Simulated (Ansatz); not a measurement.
**An O vacancy in rutile TiO2, 71 atoms, charge +2**

Method: Ansatz, DFT, PBEsol, PAW, plane waves.

Command:

```sh
ansatz run in.yaml --threads 8 --pin off --max-ram 118750MiB --runs-dir r --events-out ev --progress --plain --backend cuda --devices 0,
```

The input less its lattice and atoms (starting moments on atoms near the defect: 2 μB in all):

```yaml
crystal:
  symmetry: { detect: false }
kpoints:
  mp_grid: { grid: [1, 1, 1], shift: [0.25, 0.25, 0.25] }
hamiltonian:
  xc: pbesol
total_charge: 2
magnetization:
  spin_polarized: true
scf:
  occupations: { method: fermi_dirac, width: 0.01 }
relax:
  f_tol: 0.03
  max_steps: 80
  escape_saddle: false
  adjacent_minimum: "off"
output:
  forces: true
  eigenvalues: true
  populations: true
  charged_corrections: { epsilon: 100 }
```

Start:

```
Ti O
1.0
     9.18283    0.00000    0.00000
     0.00000    9.18283    0.00000
     0.00000    0.00000    8.81661
Ti O
24 47
Cartesian
  9.1773 0.0049 8.7973
  0.0069 0.0173 2.9373
  0.0175 0.0345 5.8882
  0.0014 4.5996 8.7871
  9.1705 4.5909 2.9499
  9.1682 4.5542 5.8611
  4.5919 0.0354 0.0256
  4.5775 0.0036 2.9361
  4.5863 0.0407 5.8599
  4.6094 4.6178 0.0054
  4.5936 4.5702 2.9146
  4.5819 4.5809 5.9114
  2.2749 2.2986 1.4752
  2.3309 2.2755 4.4281
  2.2898 2.3156 7.3474
  2.2391 6.8958 1.4593
  2.3204 6.8873 4.3665
  2.3054 6.8756 7.3588
  6.8584 2.2829 1.5078
  6.8896 2.3103 4.4431
  6.9026 2.2962 7.3297
  6.8971 6.8977 1.4494
  6.9069 6.8774 4.4208
  6.8616 6.8860 7.3343
  1.3751 1.3666 0.0123
  1.4100 1.4217 2.9821
  1.4412 1.3828 5.8509
  1.4211 6.0206 0.0426
  1.4301 5.9768 2.9545
  1.3924 5.9889 5.8844
  6.0057 1.3574 8.8165
  6.0175 1.3390 2.9323
  5.9893 1.3755 5.8784
  5.9784 5.9854 0.0037
  5.9740 5.9851 2.9531
  5.9957 5.9778 5.8655
  3.2228 3.1924 0.0234
  3.1920 3.1777 2.9429
  3.2043 3.2129 5.8860
  3.1696 7.7820 8.8069
  3.1804 7.8036 2.9137
  3.2035 7.7556 5.8666
  7.7932 3.2027 0.0217
  7.7776 3.1856 2.9367
  7.7696 3.1804 5.8456
  7.7986 7.7653 8.8112
  7.8068 7.8153 2.9664
  7.7702 7.7675 5.8562
  0.8927 3.6877 1.4282
  0.9190 3.6324 4.4210
  0.8989 3.6639 7.3375
  0.9281 8.2731 1.4535
  0.9106 8.2710 4.4113
  0.8906 8.3100 7.3081
  5.4707 3.6627 1.4744
  5.4929 3.7207 7.3377
  5.4809 8.2972 1.4581
  5.4670 8.2733 4.4222
  5.4896 8.3173 7.3582
  3.6984 0.8597 1.4983
  3.6879 0.9159 4.3646
  3.7198 0.9047 7.3698
  3.6924 5.4703 1.4746
  3.6830 5.4870 4.3982
  3.7107 5.4922 7.3252
  8.2788 0.9497 1.4735
  8.2624 0.8828 4.4081
  8.2761 0.9125 7.3460
  8.3165 5.4615 1.4692
  8.2661 5.4836 4.3810
  8.2847 5.4967 7.3237
```

Steps:

```json
{"step": "start", "energy less the first (eV)": "0.000", "largest force component (eV/Å)": "3.784"}
{"step": "1", "energy less the first (eV)": "-2.425", "largest force component (eV/Å)": "1.667"}
{"step": "2", "energy less the first (eV)": "-3.037", "largest force component (eV/Å)": "0.565"}
{"step": "3", "energy less the first (eV)": "-3.163", "largest force component (eV/Å)": "0.119"}
{"step": "4", "energy less the first (eV)": "-3.168", "largest force component (eV/Å)": "0.040"}
{"step": "5", "energy less the first (eV)": "-3.171", "largest force component (eV/Å)": "0.012"}
```

End:

```xyz
71
Lattice="9.1828 0.0000 0.0000 0.0000 9.1828 0.0000 0.0000 0.0000 8.8166" Properties=species:S:1:pos:R:3 pbc="T T T"
Ti    9.0804    0.1098    8.8155
Ti    0.0353    9.0649    2.9063
Ti    0.1200    9.1500    5.9082
Ti    9.1699    4.5825    0.0034
Ti    0.0213    4.6161    2.9389
Ti    9.1806    4.5655    5.8715
Ti    4.5992    0.0122    8.8088
Ti    4.6011    0.0142    2.9415
Ti    4.5797    9.1465    5.8739
Ti    4.7250    4.4733    8.8160
Ti    4.4003    4.7551    2.7647
Ti    4.4257    4.7810    6.0504
Ti    2.2645    2.2595    1.4625
Ti    2.3153    2.2961    4.3859
Ti    2.3357    2.3262    7.3454
Ti    2.2599    6.9731    1.4448
Ti    2.3088    6.8719    4.4065
Ti    2.2085    6.9221    7.3679
Ti    6.8960    2.3292    1.4962
Ti    7.0954    2.0853    4.4081
Ti    6.8523    2.2856    7.3208
Ti    6.8531    6.8663    1.4685
Ti    6.8801    6.8610    4.4247
Ti    6.9406    6.9132    7.3462
O     1.3833    1.4061    8.8091
O     1.4177    1.3774    2.9381
O     1.4186    1.3744    5.8803
O     1.3839    6.0040    0.0030
O     1.4363    5.9672    2.9330
O     1.4330    5.9627    5.8790
O     5.9712    1.4377    8.8161
O     5.9623    1.4553    2.9802
O     5.9675    1.4459    5.8335
O     6.0180    5.9463    8.8161
O     5.9683    5.9449    2.9554
O     5.9728    5.9483    5.8584
O     3.2346    3.1644    8.8164
O     3.2328    3.2091    2.9570
O     3.2374    3.2133    5.8589
O     3.1773    7.7971    8.8108
O     3.2170    7.7498    2.9348
O     3.2140    7.7448    5.8811
O     7.7423    3.2106    8.8154
O     7.7343    3.2141    2.9820
O     7.7263    3.2184    5.8340
O     7.7759    7.7992    0.0055
O     7.8073    7.7630    2.9340
O     7.8043    7.7634    5.8761
O     0.8970    3.6755    1.4686
O     0.8920    3.6622    4.4100
O     0.8997    3.6740    7.3427
O     0.8858    8.3005    1.4313
O     0.9299    8.2511    4.4070
O     0.8812    8.2958    7.3833
O     5.4611    3.7212    1.5444
O     5.4600    3.7202    7.2705
O     5.5062    8.2816    1.4728
O     5.5187    8.2889    4.4041
O     5.5058    8.2835    7.3472
O     3.6970    0.8851    1.4732
O     3.6833    0.8675    4.4111
O     3.6988    0.8875    7.3381
O     3.6626    5.5085    1.3601
O     3.7602    5.4236    4.4074
O     3.6734    5.5191    7.4552
O     8.2718    0.9100    1.5072
O     8.3485    0.8327    4.4075
O     8.2724    0.9103    7.3075
O     8.2941    5.4830    1.4759
O     8.3141    5.4984    4.4055
O     8.2967    5.4839    7.3414
```

The calculation finished and met its thresholds.

Time: 14 s of wall time on one NVIDIA GB300 with 8 processor threads, on a host shared with other runs; peak host memory 1.9 GiB.

(1) How much energy did the relaxation gain, and which atom moved most?

The moment started at 2 μB and ended at 0.0 μB; no other spin state is shown. The program warned that the state may not be the lowest. The one k point has no symmetry partners, which can distort the end along one axis.

Results:

(1) 3.17 eV in 5 steps, from a start with small random displacements; atom 20 (Ti) moved 0.31 Å, the median atom 0.05 Å (drift of the whole cell removed).
